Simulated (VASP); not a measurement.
# SrTiO3 (Pm-3m) in VASP: settings compared

One crystal, SrTiO3, is run at these levels: RPBE, LDA; tasks: relaxation of cell and atoms.

Everything below comes from runs of VASP 6.6.1. Logs are shortened: lines on timing, memory, paths and dates and some standing lists are left out, and cuts for length are marked.

### Step 1. Starting point

Symmetry: Pm-3m, No. 221, cubic system. Conventional cell: a = 3.976 Å, b = 3.976 Å, c = 3.976 Å, α = 90.00°, β = 90.00°, γ = 90.00°. Sr (site symmetry m-3m) has 12 O at 2.81 Å as nearest neighbours. Ti (site symmetry m-3m) is surrounded by 6 O at 1.99 Å. O (site symmetry 4/mmm) is surrounded by 2 Ti at 1.99 Å.

### Step 2. Relaxation of cell and atoms, RPBE

Contents of INCAR:

```
SYSTEM = SrTiO3
ALGO = Normal ; EDIFF = 1E-7
EDIFFG = -0.005 ; ENCUT = 600
GGA = RP ; IBRION = 2
ISIF = 3 ; ISMEAR = 0
LASPH = .True. ; LCHARG = .False.
LREAL = .False. ; LWAVE = .False.
NELM = 80 ; NSW = 90
PREC = Accurate ; SIGMA = 0.03
```

Contents of KPOINTS:

```
k-points
0
Gamma
  8 8 8
  0 0 0
```

Contents of POSCAR:

```
SrTiO3                                  
1.0
    3.9758744456      0.0000000000      0.0000000000
   -0.0000000000      3.9758744456      0.0000000000
    0.0000000000     -0.0000000000      3.9758744456
  Sr              Ti              O             
     1     1     3
Direct
     0.5000000000000000    0.5000000000000000    0.5000000000000000
     0.0000000000000000    0.0000000000000000    0.0000000000000000
     0.5000000000000000    0.0000000000000000    0.0000000000000000
     0.0000000000000000    0.5000000000000000    0.0000000000000000
     0.0000000000000000    0.0000000000000000    0.5000000000000000
```

Potentials or basis: VASP PAW PBE potentials, release 64 (Sr_sv, Ti_sv, O).

On the command line:

```bash
> cat potpaw_PBE.64/Sr_sv/POTCAR potpaw_PBE.64/Ti_sv/POTCAR potpaw_PBE.64/O/POTCAR > POTCAR
> mpirun -np 1 vasp_std > vasp.out
```

OUTCAR:

```text
SYSTEM = SrTiO3
   EDIFF = 1E-7
   EDIFFG = -0.005
   ENCUT = 600
   GGA = RP
   IBRION = 2
   ISIF = 3
   ISMEAR = 0
   LASPH = .True.
   LREAL = .False.
   NELM = 80
   NSW = 90
   PREC = Accurate

 ion  position               nearest neighbor table
   1  0.500  0.500  0.500-   3 2.81   4 2.81   5 2.81   3 2.81   4 2.81   3 2.81   5 2.81   3 2.81
                             4 2.81   5 2.81   4 2.81   5 2.81   2 3.44   2 3.44   2 3.44   2 3.44
   2  0.000  0.000  0.000-   3 1.99   4 1.99   5 1.99   5 1.99   4 1.99   3 1.99   1 3.44   1 3.44
                             1 3.44   1 3.44   1 3.44   1 3.44   1 3.44   1 3.44
   3  0.500  0.000  0.000-   2 1.99   2 1.99   1 2.81   1 2.81   1 2.81   1 2.81
   4  0.000  0.500  0.000-   2 1.99   2 1.99   1 2.81   1 2.81   1 2.81   1 2.81
   5  0.000  0.000  0.500-   2 1.99   2 1.99   1 2.81   1 2.81   1 2.81   1 2.81

  LATTYP: Found a simple cubic cell.
 ALAT       =     3.9758744456

  Lattice vectors:

 A1 = (   3.9758744456,   0.0000000000,   0.0000000000)
 A2 = (   0.0000000000,   3.9758744456,   0.0000000000)
 A3 = (   0.0000000000,   0.0000000000,   3.9758744456)

Analysis of symmetry for initial positions (statically):
=====================================================================
 Subroutine PRICEL returns:
 Original cell was already a primitive cell.

 Routine SETGRP: Setting up the symmetry group for a
 simple cubic supercell.

 Subroutine GETGRP returns: Found 48 space group operations
 (whereof 48 operations were pure point group operations)
 out of a pool of 48 trial point group operations.

The static configuration has the point symmetry O_h .

Analysis of symmetry for dynamics (positions and initial velocities):
=====================================================================
 Subroutine PRICEL returns:
 Original cell was already a primitive cell.

 Routine SETGRP: Setting up the symmetry group for a
 simple cubic supercell.

 Subroutine GETGRP returns: Found 48 space group operations
 (whereof 48 operations were pure point group operations)
 out of a pool of 48 trial point group operations.

The dynamic configuration has the point symmetry O_h .

 Subroutine INISYM returns: Found 48 space group operations
 (whereof 48 operations are pure point group operations),
 and found     1 'primitive' translations

----------------------------------------------------------------------------------------

                                     Primitive cell

  volume of cell :      62.8489

[... 107 lines left out ...]
   EMIN   =  10.00;   EMAX   =-10.00  energy-range for DOS
   EFERMI =   0.00;   METHOD = LEGACY
   ISMEAR =     0;   SIGMA  =   0.03  broadening in eV -4-tet -1-fermi 0-gaus
   EFERMI_NEDOS =   21; number of points for ismear=-14 and -15
   IALGO  =     38    algorithm
   IMIX   =      4    mixing-type and parameters
     AMIX     =   0.40;   BMIX     =  1.00
     AMIX_MAG =   1.60;   BMIX_MAG =  1.00
  volume/ion in A,a.u.               =      12.57        84.83
  Fermi-wavevector in a.u.,A,eV,Ry     =   1.408193  2.661099 26.980454  1.983007
  Thomas-Fermi vector in A             =   2.530376
   LORBIT       =      0    0 simple, 1 ext, 2 COOP (PROOUT), +10 PAW based schemes
   GGA     = RP    functional components
   LHFCALC =     F    Hartree Fock is set to
   AEXX    =    0.0000 exact exchange contribution
   IVDW    =     0    specifies the selected vdW correction
   LEPSILON=     F    determine dielectric tensor
   LRPA    =     F    only Hartree local field effects (RPA)
 conjugate gradient relaxation of ions
 non-spin polarized calculation
 Gauss-broadening in eV      SIGMA  =   0.03
  energy-cutoff  :      600.00
  volume of cell :       62.85
 maximum number of plane-waves:      2176
 NGX is ok and might be reduce to    32
   NGX = 15   NGY = 15   NGZ = 15

--------------------------------------- Ionic step        1  -------------------------------------------

 number of electron      39.9999982 magnetization

 Free energy of the ion-electron system (eV)
  ---------------------------------------------------
  ext. energy  EPLUGINS =         0.00000000
  ---------------------------------------------------
  free energy    TOTEN  =       -38.12516324 eV

  energy without entropy =      -38.12516324  energy(sigma->0) =      -38.12516324

------------------------ aborting loop because EDIFF is reached ----------------------------------------

  FORCE on cell =-STRESS in cart. coord.  units (eV):
  Direction    XX          YY          ZZ          XY          YZ          ZX
  --------------------------------------------------------------------------------------
  -------------------------------------------------------------------------------------
  Total       -0.0434859     -0.0434859     -0.0434859      0.0000000     -0.0000000      0.0000000
  in kB       -1.1085654     -1.1085654     -1.1085654      0.0000000     -0.0000000      0.0000000
  external PRESSURE =      -1.1085654 kB  Pullay stress =       0.0000000 kB
[... 65 lines left out ...]
--------------------------------------- Ionic step        3  -------------------------------------------

 number of electron      39.9999982 magnetization

 Free energy of the ion-electron system (eV)
  ---------------------------------------------------
  ext. energy  EPLUGINS =         0.00000000
  ---------------------------------------------------
  free energy    TOTEN  =       -38.12517978 eV

  energy without entropy =      -38.12517978  energy(sigma->0) =      -38.12517978

 E-fermi :   4.1464     XC(G=0): -10.7472

 val. band max:        3.8951295169   @ k =   0.5000   0.5000   0.5000
 cond. band min:       5.6927541789   @ k =   0.0000   0.0000   0.0000
 fundamental gap:      1.7976246620
 Fermi energy:         4.1463767552

 k-point     1 :       0.0000    0.0000    0.0000
  band No.  band energies     occupation
      1     -52.9343      2.00000
      2     -29.1576      2.00000
      3     -29.0739      2.00000
      4     -29.0739      2.00000
      5     -29.0739      2.00000
      6     -13.4268      2.00000
[... 637 lines left out ...]
     23       7.7788      0.00000
     24       9.1784      0.00000

 [... further k-points ...]

------------------------ aborting loop because EDIFF is reached ----------------------------------------

  FORCE on cell =-STRESS in cart. coord.  units (eV):
  Direction    XX          YY          ZZ          XY          YZ          ZX
  --------------------------------------------------------------------------------------
  -------------------------------------------------------------------------------------
  Total        0.0010081      0.0010081      0.0010081     -0.0000000      0.0000000     -0.0000000
  in kB        0.0257178      0.0257178      0.0257178     -0.0000000      0.0000000     -0.0000000
  external PRESSURE =       0.0257178 kB  Pullay stress =       0.0000000 kB
[... 20 lines left out ...]
  FREE ENERGIE OF THE ION-ELECTRON SYSTEM (eV)
  ---------------------------------------------------
  free  energy   TOTEN  =       -38.1251797764 eV

  energy  without entropy=      -38.1251797764  energy(sigma->0) =      -38.12517978

 reached required accuracy - stopping structural energy minimisation
```

CONTCAR:

```text
SrTiO3
   1.00000000000000
     3.9748877613647919    0.0000000000000000    0.0000000000000000
     0.0000000000000000    3.9748877613647919   -0.0000000000000000
    -0.0000000000000000   -0.0000000000000000    3.9748877613647919
  Sr              Ti              O
     1     1     3
Direct
     0.5000000000000000    0.5000000000000000    0.5000000000000000
     0.0000000000000000    0.0000000000000000    0.0000000000000000
     0.5000000000000000    0.0000000000000000    0.0000000000000000
     0.0000000000000000    0.5000000000000000    0.0000000000000000
     0.0000000000000000    0.0000000000000000    0.5000000000000000

  0.00000000E+00  0.00000000E+00  0.00000000E+00
  0.00000000E+00  0.00000000E+00  0.00000000E+00
  0.00000000E+00  0.00000000E+00  0.00000000E+00
  0.00000000E+00  0.00000000E+00  0.00000000E+00
  0.00000000E+00  0.00000000E+00  0.00000000E+00
```

It took 80 s on 1 thread of Intel Xeon Platinum 8488C (Sapphire Rapids), shared host; peak memory 0.23 GiB.

Results:

```
Free energy                            : -38.1252 eV
Relaxed volume                         : 12.56 Å³/atom
Relaxed cell                           : a = 3.975 Å, b = 3.975 Å, c = 3.975 Å, α = 90.00°, β = 90.00°, γ = 90.00°
Space group after relaxing (to 0.05 Å) : Pm-3m (No. 221)
Energy gained by relaxing              : 0.0 meV/atom
Ionic steps                            : 3
Pressure after relaxing                : 0.0 GPa
Band gap on the k mesh                 : 1.80 eV, indirect (least direct gap 2.18 eV)
```

Final structure:
```
CELL_PARAMETERS angstrom
3.97489 0.00000 0.00000
0.00000 3.97489 0.00000
0.00000 0.00000 3.97489
ATOMIC_POSITIONS crystal
Sr 0.50000 0.50000 0.50000
Ti 0.00000 0.00000 0.00000
O 0.50000 0.00000 0.00000
O 0.00000 0.50000 0.00000
O 0.00000 0.00000 0.50000
```

Caveat: the PAW data sets were made with another functional, which shifts forces and pressure a little. A k mesh can miss the band edges.

[end of part 1 of 2]
